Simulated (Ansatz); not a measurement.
# Rhodium, A15 under revPBE: relaxation and energy

Aim: take rhodium in the A15 structure, relax it, then solve it on a dense k-mesh. Spin polarisation is left out. The k-meshes are 6×6×6 for the relaxation; 7×7×7 for the dense run.

Program: Ansatz 0.2.0. Level of theory: DFT revPBE, plane waves (420 eV) with PAW, scalar-relativistic; PBE-made PAW files. These are calculated values, not measurements.

## (1) Starting point

It takes space group Pm-3n (No. 223, cubic). The conventional cell has a = 4.792 Å, b = 4.792 Å, c = 4.792 Å, α = 90.00°, β = 90.00°, γ = 90.00°. Rh (site symmetry m-3) has 12 Rh at 2.68 Å as nearest neighbours. Rh (site symmetry -4m2) is surrounded by 6 Rh at 2.40 to 2.68 Å.

As a file:

```xyz
8
Lattice="4.7916 0.0000 0.0000 0.0000 4.7916 0.0000 0.0000 0.0000 4.7916" Properties=species:S:1:pos:R:3 pbc="T T T"
Rh    0.0000    0.0000    0.0000
Rh    2.3958    2.3958    2.3958
Rh    1.1979    0.0000    2.3958
Rh    3.5937    0.0000    2.3958
Rh    2.3958    1.1979    0.0000
Rh    2.3958    3.5937    0.0000
Rh    0.0000    2.3958    1.1979
Rh    0.0000    2.3958    3.5937
```

## (2) Geometry optimisation

The input, input.yaml:

```yaml
crystal:
  lattice:
    - [4.7916057449, 0.0, 0.0]
    - [0.0, 4.7916057449, 0.0]
    - [0.0, 0.0, 4.7916057449]
  atoms:
    - { symbol: Rh, position: [0.0, 0.0, 0.0] }
    - { symbol: Rh, position: [0.5, 0.5, 0.5] }
    - { symbol: Rh, position: [0.25, 0.0, 0.5] }
    - { symbol: Rh, position: [0.75, 0.0, 0.5] }
    - { symbol: Rh, position: [0.5, 0.25, 0.0] }
    - { symbol: Rh, position: [0.5, 0.75, 0.0] }
    - { symbol: Rh, position: [0.0, 0.5, 0.25] }
    - { symbol: Rh, position: [0.0, 0.5, 0.75] }
hamiltonian:
  xc: revpbe
  pseudopotentials:
    kind: paw
    azcp:
      Rh: "pseudopotentials/Rh.paw.azcp"
basis:
  ecutwfc: 420
  fft_grid_basis: typed
kpoints:
  mp_grid: { grid: [6, 6, 6], shift: [0, 0, 0] }
magnetization:
  spin_polarized: false
scf:
  occupations: { method: fermi_dirac, width: 0.1 }
relax:
  max_steps: 60
  f_tol: 0.01
  cell: {}
output:
  write_density: true
  write_potential: true
  elf: true
  volumetric_format: npy
```

Run with:

```console
$ ansatz run input.yaml --threads 4 --pin off --max-ram 8192MiB --backend cpu --events-out ev --progress --plain --runs-dir out
```

The program printed:

```text
Warning: RAYON_NUM_THREADS=4 ignored (pool sized by the plan → 4); use --threads N
Engine: ansatz 0.2.0, x86_64-unknown-linux-gnu
Pseudopotentials: kind: paw
Pseudopotential: Rh, paw, valence charge 17, recommended cutoff 420 eV (normal), <dir>
Functional definition: revPBE
  parameter kappa = 1.245
  parameter beta = 0.06672455060314922
  exchange = pbe_x(kappa = kappa, mu = beta*pi^2/3)
  correlation = pbe_c(beta = beta)
Crystal: 8 atoms, lattice volume = 110.013 Å³
Basis set: ecut = 420 eV, 2109 PW (Γ), exchange–correlation on 72×72×72 points (8 copies of the dense FFT grid, shifted against one another)
Bands: 82, of which v1, the nominal top of the filled ones, is band 68 counted from 1 (67 counted from 0)
Symmetry: 48 space group operations
Space group: Pm-3n (ITA 223), of the structure as read, at distance tolerance 4.8e-5 Å
k-points: 20 of 216
Non-local potential: Rh, projectors of the file, l = 0: 3, l = 1: 2, l = 2: 2, l = 3: 1
PAW form: soft (Blöchl's): semilocal exchange-correlation on the pseudo side does not see the compensation charge
PAW frozen core: Rh, regenerated for the run's functional, and the local potential with it (the file was generated under x = pbe(κ = 0.804, μ = 0.2195149727645171), c = pbe(β = 0.06672455060314922))
PAW one-centre angular grid: Rh, 590 points (default); XC on 64 Gauss nodes
Initial density: superposition of atomic densities (neutral atoms: chi_scale 0, normalization atom), corrected by the library's trained network
Initial wavefunctions: pseudopotential atomic-orbital guess
Functional: x = revpbe(κ = 1.245, μ = 0.2195149727645171), c = pbe(β = 0.06672455060314922)
SCF iter   1: F=—  HF=-51263.253254 eV  |F-HF|=—  |Δ(HF+E_count)|=         —  Δρ=1.50e-2  dr2=1.05e-1  ethr=1.77e-3  ⟨swp⟩=5.3  Hψ=5350  notcnv=0  defer=29
preconditioner: auto → Kerker (q_TF=auto, 2.826 Å⁻¹)  [metal: Δε(μ)=0.025 eV  Ē_g=6.507 eV  σ=0.100 eV  W_gap=0.06  n_scr=32 (ndim 8)  ℏωp=30.0 eV  f_vac=0.000  D(μ)=14.88/eV (n_scr^D=250)]
SCF iter   2: F=—  HF=-51263.245129 eV  |F-HF|=—  |Δ(HF+E_count)|=   8.13e-3  Δρ=6.45e-3  dr2=1.99e-2  ethr=7.71e-5  ⟨swp⟩=1.7  Hψ=1968  notcnv=0  defer=34
SCF iter   3: F=—  HF=-51263.243555 eV  |F-HF|=—  |Δ(HF+E_count)|=   1.57e-3  Δρ=9.81e-4  dr2=4.12e-4  ethr=1.46e-5  ⟨swp⟩=2.2  Hψ=2331  notcnv=0  defer=34
SCF iter   4: F=—  HF=-51263.243638 eV  |F-HF|=—  |Δ(HF+E_count)|=   8.38e-5  Δρ=1.39e-4  dr2=1.43e-5  ethr=3.03e-7  ⟨swp⟩=2.2  Hψ=2947  notcnv=0  defer=34
SCF iter   5: F=—  HF=-51263.243586 eV  |F-HF|=—  |Δ(HF+E_count)|=   5.27e-5  Δρ=5.05e-5  dr2=2.62e-6  ethr=1.05e-8  ⟨swp⟩=1.0  Hψ=1597  notcnv=0  defer=34
SCF iter   6: F=-51263.243586 eV  HF=-51263.243586 eV  |F-HF|=1.95e-8  |Δ(HF+E_count)|=   9.96e-8  Δρ=1.67e-5  dr2=8.08e-8  ethr=7.35e-11  ⟨swp⟩=6.2  Hψ=11124  notcnv=0
SCF 1 converged in 6 iterations: F = -51263.243586 eV  dr2 = 8.08e-8
relax step   1: F+E_penalty+E_count = -51263.24358569 eV  Δ(F+E_penalty+E_count) = +0.000e0 eV  max|allowed force component| = 1.149e-17 eV/Å  Δτ_max = 0.0000 Å  P = +19.111 GPa  Ω = 110.013 Å³  (6 SCF iters, dr2 threshold 1.00e-7 eV, accepted)
Crystal: 8 atoms, lattice volume = 124.596 Å³
Basis set: ecut = 420 eV, 2469 PW (Γ), exchange–correlation on 72×72×72 points (8 copies of the dense FFT grid, shifted against one another)
Initial density: handed on by an earlier stage of this run
Initial wavefunctions: those handed on with the density
iter 1 solved again at ethr=1.20e-4 eV; its pass at ethr=3.10e-3 eV (dr2=1.63e-1 eV) is discarded
SCF iter   1: F=—  HF=-51263.511113 eV  |F-HF|=—  |Δ(HF+E_count)|=         —  Δρ=1.19e-2  dr2=1.69e-1  ethr=1.20e-4  ⟨swp⟩=1.1  Hψ=6691  notcnv=0
preconditioner: auto → Kerker (q_TF=auto, 2.768 Å⁻¹)  [metal: Δε(μ)=0.008 eV  Ē_g=5.594 eV  σ=0.100 eV  W_gap=0.02  n_scr=32 (ndim 8)  ℏωp=28.2 eV  f_vac=0.000  D(μ)=18.33/eV (n_scr^D=256)]
SCF iter   2: F=—  HF=-51263.482690 eV  |F-HF|=—  |Δ(HF+E_count)|=   2.84e-2  Δρ=6.10e-3  dr2=4.28e-2  ethr=1.20e-4  ⟨swp⟩=1.0  Hψ=1640  notcnv=0
SCF iter   3: F=—  HF=-51263.477169 eV  |F-HF|=—  |Δ(HF+E_count)|=   5.52e-3  Δρ=1.40e-3  dr2=1.17e-3  ethr=3.14e-5  ⟨swp⟩=2.0  Hψ=2280  notcnv=0
SCF iter   4: F=—  HF=-51263.477454 eV  |F-HF|=—  |Δ(HF+E_count)|=   2.85e-4  Δρ=2.24e-4  dr2=4.02e-5  ethr=8.59e-7  ⟨swp⟩=2.1  Hψ=2856  notcnv=0
SCF iter   5: F=—  HF=-51263.477628 eV  |F-HF|=—  |Δ(HF+E_count)|=   1.74e-4  Δρ=5.29e-5  dr2=1.81e-6  ethr=2.96e-8  ⟨swp⟩=2.0  Hψ=2956  notcnv=0
SCF iter   6: F=-51263.477629 eV  HF=-51263.477629 eV  |F-HF|=1.84e-8  |Δ(HF+E_count)|=   4.71e-7  Δρ=1.29e-5  dr2=1.65e-7  ethr=5.88e-10  ⟨swp⟩=7.9  Hψ=9897  notcnv=0
SCF 2 converged in 6 iterations: F = -51263.477629 eV  dr2 = 1.65e-7
relax step   2: F+E_penalty+E_count = -51263.47762862 eV  Δ(F+E_penalty+E_count) = -2.340e-1 eV  max|allowed force component| = 3.860e-17 eV/Å  Δτ_max = 0.0000 Å  P = -10.045 GPa  Ω = 124.596 Å³  energy of the carried Pulay correction = -1.258e-2 eV  (6 SCF iters, dr2 threshold 8.00e-7 eV, accepted)
Crystal: 8 atoms, lattice volume = 119.155 Å³
Basis set: ecut = 420 eV, 2325 PW (Γ), exchange–correlation on 72×72×72 points (8 copies of the dense FFT grid, shifted against one another)
iter 1 solved again at ethr=1.61e-5 eV; its pass at ethr=3.10e-3 eV (dr2=2.19e-2 eV) is discarded
SCF iter   1: F=—  HF=-51263.692291 eV  |F-HF|=—  |Δ(HF+E_count)|=         —  Δρ=4.52e-3  dr2=2.27e-2  ethr=1.61e-5  ⟨swp⟩=1.7  Hψ=6666  notcnv=0
preconditioner: auto → Kerker (q_TF=auto, 2.789 Å⁻¹)  [metal: Δε(μ)=0.019 eV  Ē_g=5.902 eV  σ=0.100 eV  W_gap=0.05  n_scr=32 (ndim 8)  ℏωp=28.9 eV  f_vac=0.000  D(μ)=16.75/eV (n_scr^D=250)]
SCF iter   2: F=—  HF=-51263.688075 eV  |F-HF|=—  |Δ(HF+E_count)|=   4.22e-3  Δρ=2.26e-3  dr2=5.51e-3  ethr=1.61e-5  ⟨swp⟩=2.0  Hψ=2350  notcnv=0
SCF iter   3: F=—  HF=-51263.687151 eV  |F-HF|=—  |Δ(HF+E_count)|=   9.24e-4  Δρ=5.16e-4  dr2=1.49e-4  ethr=4.05e-6  ⟨swp⟩=2.0  Hψ=2312  notcnv=0
SCF iter   4: F=—  HF=-51263.687253 eV  |F-HF|=—  |Δ(HF+E_count)|=   1.02e-4  Δρ=6.95e-5  dr2=3.03e-6  ethr=1.10e-7  ⟨swp⟩=2.0  Hψ=2874  notcnv=0
iter 5 did not close the SCF: its close was put off for the readings that it lacked (scf_convergence_deferred on its scf_iter line)
SCF iter   5: F=-51263.687255 eV  HF=-51263.687255 eV  |F-HF|=4.83e-8  |Δ(HF+E_count)|=   1.52e-6  Δρ=1.89e-5  dr2=2.76e-7  ethr=2.23e-9  ⟨swp⟩=2.6  Hψ=2680  notcnv=0
SCF iter   6: F=-51263.687255 eV  HF=-51263.687255 eV  |F-HF|=8.88e-10  |Δ(HF+E_count)|=   2.20e-8  Δρ=4.40e-6  dr2=1.57e-8  ethr=2.03e-10  ⟨swp⟩=5.8  Hψ=9866  notcnv=0
SCF 3 converged in 6 iterations: F = -51263.687255 eV  dr2 = 1.57e-8
relax step   3: F+E_penalty+E_count = -51263.68725487 eV  Δ(F+E_penalty+E_count) = -2.096e-1 eV  max|allowed force component| = 1.662e-17 eV/Å  Δτ_max = 0.0000 Å  P = -1.639 GPa  Ω = 119.155 Å³  energy of the carried Pulay correction = -8.072e-3 eV  (6 SCF iters, dr2 threshold 8.00e-7 eV, accepted)
[... 12 lines left out ...]
relax step   4: F+E_penalty+E_count = -51263.69270629 eV  Δ(F+E_penalty+E_count) = -5.451e-3 eV  max|allowed force component| = 2.757e-17 eV/Å  Δτ_max = 0.0000 Å  P = +0.192 GPa  Ω = 118.149 Å³  energy of the carried Pulay correction = -7.215e-3 eV  (6 SCF iters, dr2 threshold 8.00e-7 eV, accepted)
[... 13 lines left out ...]
relax step   5: F+E_penalty+E_count = -51263.69267850 eV  Δ(F+E_penalty+E_count) = +2.779e-5 eV  max|allowed force component| = 3.391e-17 eV/Å  Δτ_max = 0.0000 Å  P = -0.003 GPa  Ω = 118.253 Å³  energy of the carried Pulay correction = -7.305e-3 eV  (6 SCF iters, accepted)
Initial wavefunctions: pseudopotential atomic-orbital guess (no wavefunctions were taken with the density)
iter 1 solved again at ethr=1.22e-7 eV; its pass at ethr=3.10e-3 eV (dr2=1.67e-4 eV) is discarded
SCF iter   1: F=—  HF=-51263.696947 eV  |F-HF|=—  |Δ(HF+E_count)|=         —  Δρ=9.08e-4  dr2=2.92e-5  ethr=1.22e-7  ⟨swp⟩=3.0  Hψ=9069  notcnv=0
SCF iter   2: F=—  HF=-51263.698737 eV  |F-HF|=—  |Δ(HF+E_count)|=   1.79e-3  Δρ=4.61e-4  dr2=7.07e-6  ethr=2.15e-8  ⟨swp⟩=1.0  Hψ=1640  notcnv=0
SCF iter   3: F=—  HF=-51263.699336 eV  |F-HF|=—  |Δ(HF+E_count)|=   5.99e-4  Δρ=1.83e-5  dr2=2.60e-8  ethr=5.20e-9  ⟨swp⟩=3.0  Hψ=3117  notcnv=0
SCF iter   4: F=—  HF=-51263.699337 eV  |F-HF|=—  |Δ(HF+E_count)|=   8.39e-7  Δρ=1.89e-6  dr2=1.53e-9  ethr=1.91e-11  ⟨swp⟩=2.3  Hψ=2514  notcnv=0
SCF iter   5: F=—  HF=-51263.699337 eV  |F-HF|=—  |Δ(HF+E_count)|=  7.28e-10  Δρ=5.21e-7  dr2=2.61e-10  ethr=1.13e-12  ⟨swp⟩=1.4  Hψ=2094  notcnv=0
SCF iter   6: F=-51263.699337 eV  HF=-51263.699337 eV  |F-HF|=0.00e0  |Δ(HF+E_count)|=  1.46e-11  Δρ=1.73e-7  dr2=1.22e-11  ethr=1.00e-12  ⟨swp⟩=5.4  Hψ=6819  notcnv=0
SCF 6 converged in 6 iterations: F = -51263.699337 eV  dr2 = 1.22e-11
relax step   6: F+E_penalty+E_count = -51263.69933676 eV  Δ(F+E_penalty+E_count) = -6.658e-3 eV  max|allowed force component| = 2.823e-17 eV/Å  Δτ_max = 0.0000 Å  P = -0.023 GPa  Ω = 118.253 Å³  stress off target by 2.29e-2 GPa  SCF on the basis re-selected at this cell (its energy is not comparable with the rows above)  (6 SCF iters)
basis re-selected at this cell: Δ(F+E_penalty+E_count) = -6.658e-3 eV, ΔP = -0.020 GPa vs the last step (what re-selecting the basis moved, of the pressure what is left beyond the Pulay correction that the steps carried, after the strain that the cell walked since its last selection, with what the two solves' SCF thresholds leave and, on support functions, any second-order correction that the steps lacked; it is no measure of the basis error at this ecutwfc). This SCF's stress stands 2.29e-2 GPa from its target on what of the cell is left free (relax.cell.stress_tol is 5.00e-2 GPa) and its largest allowed force component is 2.82e-17 eV/Å (relax.f_tol is 1.00e-2 eV/Å): within both
SCF converged after 6 iterations
Free energy (F): -51263.699337 eV
Harris-Foulkes:  -51263.699337 eV  (|F-HF|=0.00e0)
Internal energy: -51263.159344 eV  (E = F + TS)
E sigma→0 (E₀):  -51263.429340 eV
Entropy (-TS):   -0.539993 eV (-67.499 meV/atom)
Fermi energy:    20.477115 eV
--- Per-component energies (eV) ---
  E_band       = -902.265526
  E_kinetic    = 4578.783574
  E_local      = -13317.170142  (includes V_loc(G=0)·N_el)
  E_nonlocal   = 2838.921404
  E_hartree    = 4693.445560
  E_xc         = -1771.049452
  E_vxc        = -2220.716652  (∫ρ·V_xc dr)
  E_paw        = -28739.653286  (= ΣΔE_a)
  E_vpaw       = -2168.982236  (= ΣTr[D̂ρ^β])
  E_aug_tail   = 0.007344  (compensation charges beyond the density's cutoff)
  E_ewald      = -19545.845446
  E_core_change = -0.598900  (= ΣΔE_core)
  E_smearing   = -0.539993  (= −TS)
  E_closure    = 0.000000  (closes the sum)
  Σ components = -51263.699337   (vs F -51263.699337, Δ=0.00e0)
--- Forces (eV/Å), atoms counted from 1 ---
  atom   1  Rh    -0.00000000     0.00000000     0.00000000
  atom   2  Rh    -0.00000000    -0.00000000    -0.00000000
  atom   3  Rh    -0.00000000     0.00000000     0.00000000
  atom   4  Rh     0.00000000    -0.00000000    -0.00000000
  atom   5  Rh    -0.00000000     0.00000000    -0.00000000
  atom   6  Rh     0.00000000    -0.00000000     0.00000000
  atom   7  Rh    -0.00000000     0.00000000     0.00000000
  atom   8  Rh     0.00000000    -0.00000000    -0.00000000
  max |Σ_I F_I| component: 2.40e-17 eV/Å
--- Stress (GPa, compression-positive) ---
       -0.022915       0.000000      -0.000000
        0.000000      -0.022915       0.000000
       -0.000000       0.000000      -0.022915
  P = ⅓ Tr σ = -0.0229 GPa (-0.229 kbar)
--- Band table (eV; the first three rows and the last of 20) ---
  k-point 0: bands = ["-58.1622", "-58.1180", "-58.0811", "-58.0811", "-58.0619", "-57.9735", "-57.9735", "-57.9735", "-26.6378", "-26.6378", "-26.5750", "-26.1650", "-26.1650", "-26.1650", "-26.0798", "-26.0798", "-26.0798", "-25.7819", "-25.7819", "-25.7819", "-25.7729", "-25.7729", "-25.7729", "-25.7387", "-25.7387", "-25.7387", "-25.7336", "-25.7336", "-25.7336", "-25.6697", "-25.6697", "-25.6697", "13.0491", "14.7834", "14.7834", "15.6568", "15.6568", "15.6568", "15.6692", "16.0415", "16.4726", "16.4726", "16.4726", "16.7071", "16.7071", "16.7071", "17.0648", "17.2181", "17.2181", "17.3545", "17.3545", "18.1231", "18.1231", "18.1231", "18.5928", "18.5928", "18.5928", "19.2891", "19.2891", "19.2891", "19.4425", "19.4425", "19.4425", "19.7316", "19.7316", "20.1790", "20.1790", "20.6922", "20.6922", "20.6922", "21.0606", "21.0606", "21.0606", "23.4072", "23.4072", "23.4072", "25.1146", "25.1146", "25.5358", "30.2369", "30.2369", "30.2369"]
  k-point 1: bands = ["-58.1579", "-58.1187", "-58.0821", "-58.0765", "-58.0619", "-57.9808", "-57.9735", "-57.9735", "-26.6396", "-26.6159", "-26.5445", "-26.1622", "-26.1622", "-26.1372", "-26.0869", "-26.0869", "-26.0593", "-25.7972", "-25.7972", "-25.7868", "-25.7790", "-25.7785", "-25.7657", "-25.7657", "-25.7415", "-25.7326", "-25.7326", "-25.7252", "-25.7252", "-25.7156", "-25.6715", "-25.6715", "13.2663", "14.7357", "14.9729", "15.4083", "15.6995", "15.6995", "15.7393", "16.2999", "16.3442", "16.3669", "16.3669", "16.4921", "16.8285", "16.8285", "16.9637", "17.2376", "17.3579", "17.4398", "17.6081", "17.8364", "17.8364", "18.3097", "18.3612", "18.7473", "18.7473", "18.9388", "19.2338", "19.2338", "19.2785", "19.6313", "19.6313", "19.7132", "20.0523", "20.0948", "20.2949", "20.7767", "20.7767", "20.7902", "20.9243", "20.9243", "21.0680", "22.0329", "23.5379", "23.5379", "24.9194", "25.2284", "26.8461", "28.7294", "28.9918", "28.9918"]
  k-point 2: bands = ["-58.1468", "-58.1229", "-58.0824", "-58.0742", "-58.0512", "-58.0006", "-57.9735", "-57.9735", "-26.6403", "-26.6204", "-26.3932", "-26.1574", "-26.1574", "-26.0988", "-26.0988", "-26.0642", "-26.0186", "-25.9279", "-25.8240", "-25.8205", "-25.8205", "-25.8006", "-25.7711", "-25.7501", "-25.7501", "-25.7495", "-25.7287", "-25.7287", "-25.7097", "-25.7097", "-25.6758", "-25.6758", "13.8561", "14.6691", "15.1698", "15.2375", "15.7738", "15.7938", "15.7938", "16.1546", "16.1911", "16.1911", "16.2552", "16.5496", "16.7891", "16.9811", "16.9811", "17.3961", "17.5453", "17.5817", "17.7793", "17.7793", "17.9569", "18.1056", "18.5153", "18.5651", "18.5651", "18.7044", "19.0465", "19.0465", "19.2429", "19.7740", "19.8473", "19.8880", "19.9773", "19.9773", "20.3159", "20.5623", "20.5623", "20.6868", "20.9358", "21.0696", "21.2816", "21.2816", "23.7478", "23.7478", "24.5193", "24.9046", "27.6221", "27.6221", "27.6776", "27.8115"]
  k-point 19: bands = ["-58.1181", "-58.1181", "-58.0317", "-58.0317", "-58.0317", "-58.0317", "-58.0317", "-58.0317", "-26.2271", "-26.2271", "-26.2271", "-26.2271", "-26.2271", "-26.2271", "-25.9802", "-25.9802", "-25.9802", "-25.9802", "-25.9802", "-25.9802", "-25.8990", "-25.8990", "-25.7705", "-25.7705", "-25.7705", "-25.7705", "-25.7705", "-25.7705", "-25.7692", "-25.7692", "-25.7692", "-25.7692", "15.6747", "15.6747", "15.6747", "15.6747", "15.6747", "15.6747", "16.2803", "16.2803", "16.2803", "16.2803", "16.3392", "16.3392", "17.2012", "17.2012", "17.2012", "17.2012", "17.2012", "17.2012", "17.8469", "17.8469", "17.8469", "17.8469", "17.8469", "17.8469", "19.1273", "19.1273", "19.1273", "19.1273", "19.1273", "19.1273", "20.3940", "20.3940", "20.3940", "20.3940", "20.3940", "20.3940", "20.5264", "20.5264", "20.5264", "20.5264", "22.0155", "22.0155", "22.0155", "22.0155", "22.0155", "22.0155", "22.2194", "22.2194", "33.8326", "33.8326"]
--- Relaxed structure (5 steps of the walk, 5 accepted, 1 SCFs on fresh bases) ---
  F+E_penalty+E_count = -51263.69933676 eV   max|allowed force component| = 2.823e-17 eV/Å   (the final SCF, on the basis selected at the relaxed cell)
  cell:  # Å, volume = 118.2534 Å³
    - [4.908376506968081, -6.780878345863392e-34, 1.6691392851356043e-33]
    - [-1.3240768367662242e-34, 4.908376506968082, 0.0]
    - [1.4765462906968809e-33, 0.0, 4.908376506968081]
  atoms:
    - { symbol: Rh, position: [3.654341526008465e-35, 8.744000346529805e-37, -8.596141720685864e-36] }
    - { symbol: Rh, position: [0.5, 0.49999999999999994, 0.5] }
    - { symbol: Rh, position: [0.25, -5.868364732084481e-35, 0.5] }
    - { symbol: Rh, position: [0.75, 6.126981888196798e-35, 0.5] }
    - { symbol: Rh, position: [0.5, 0.24999999999999997, 1.0336304352118389e-36] }
    - { symbol: Rh, position: [0.5, 0.75, 2.708373418846223e-36] }
    - { symbol: Rh, position: [-6.729064972524717e-35, 0.49999999999999994, 0.25] }
    - { symbol: Rh, position: [-3.212104706892512e-35, 0.49999999999999994, 0.75] }
```

Run time: 20 s. Hardware: 4 threads of Intel Xeon Platinum 8175M at 2.50GHz (Skylake/Cascade Lake), shared host; peak memory 0.7 GiB.

The walk, from the log:

```
step  energy change (meV/atom)  largest force (eV/Å)  pressure (GPa)  volume (Å³/atom)
   1                      0.00                0.0000           19.11            13.752
   2                    -29.26                0.0000          -10.05            15.575
   3                    -55.46                0.0000           -1.64            14.894
   4                    -56.14                0.0000            0.19            14.769
   5                    -56.14                0.0000            0.00            14.782
   6                    -56.97                0.0000           -0.02            14.782
```

Steps that repeat a cell are solved on a basis chosen anew, so their changes of energy are no gain of the relaxation.

The cell of the run, before and after:

|  | before | after | change |
| --- | --- | --- | --- |
| a (Å) | 4.792 | 4.908 | +2.4 % |
| b (Å) | 4.792 | 4.908 | +2.4 % |
| c (Å) | 4.792 | 4.908 | +2.4 % |
| volume (Å³/atom) | 13.752 | 14.782 | +7.5 % |
| shortest distance (Å) | 2.396 | 2.454 | +2.4 % |
| space group (spins left aside) | Pm-3n | Pm-3n | same |

## (3) Dense single point

The input, input.yaml:

```yaml
crystal:
  lattice:
    - [4.908376507, 0.0, 0.0]
    - [0.0, 4.908376507, 0.0]
    - [0.0, 0.0, 4.908376507]
  atoms:
    - { symbol: Rh, position: [0.0, 0.0, 1.0] }
    - { symbol: Rh, position: [0.5, 0.5, 0.5] }
    - { symbol: Rh, position: [0.25, 1.0, 0.5] }
    - { symbol: Rh, position: [0.75, 0.0, 0.5] }
    - { symbol: Rh, position: [0.5, 0.25, 0.0] }
    - { symbol: Rh, position: [0.5, 0.75, 0.0] }
    - { symbol: Rh, position: [1.0, 0.5, 0.25] }
    - { symbol: Rh, position: [1.0, 0.5, 0.75] }
hamiltonian:
  xc: revpbe
  pseudopotentials:
    kind: paw
    azcp:
      Rh: "pseudopotentials/Rh.paw.azcp"
basis:
  ecutwfc: 420
  fft_grid_basis: typed
kpoints:
  mp_grid: { grid: [7, 7, 7], shift: [0, 0, 0] }
magnetization:
  spin_polarized: false
scf:
  occupations: { method: fermi_dirac, width: 0.1 }
```

Run with:

```console
$ ansatz run input.yaml --threads 4 --pin off --max-ram 8192MiB --backend cpu --events-out ev --progress --plain --runs-dir out
```

The program printed, cut to the lines that bear on the results:

```text
Warning: RAYON_NUM_THREADS=4 ignored (pool sized by the plan → 4); use --threads N
[...]
[... 3 set-up lines as earlier in the session ...]
[...]
Crystal: 8 atoms, lattice volume = 118.253 Å³
Basis set: ecut = 420 eV, 2325 PW (Γ)
Bands: 82, of which v1, the nominal top of the filled ones, is band 68 counted from 1 (67 counted from 0)
[... 1 set-up line as earlier in the session ...]
Space group: Pm-3n (ITA 223), of the structure as read, at distance tolerance 4.9e-5 Å
k-points: 20 of 343
[...]
SCF iter   1: F=—  HF=-51263.694941 eV  |F-HF|=—  |Δ(HF+E_count)|=         —  Δρ=1.43e-2  dr2=1.09e-1  ethr=1.77e-3  ⟨swp⟩=5.1  Hψ=5112  notcnv=0  defer=29
[...]
SCF iter   7: F=-51263.684597 eV  HF=-51263.684597 eV  |F-HF|=8.80e-10  |Δ(HF+E_count)|=   1.02e-8  Δρ=3.80e-6  dr2=5.27e-9  ethr=7.35e-11  ⟨swp⟩=2.0  Hψ=3079  notcnv=0
[...]
SCF converged after 7 iterations
Free energy (F): -51263.684597 eV
[...]
E sigma→0 (E₀):  -51263.407053 eV
Entropy (-TS):   -0.555089 eV (-69.386 meV/atom)
Fermi energy:    20.481944 eV
[...]
```

Run time: 2.8 s. Hardware: 4 threads of Intel Xeon Platinum 8175M at 2.50GHz (Skylake/Cascade Lake), shared host; peak memory 0.65 GiB.

(Part 1 of 2 ends here.)
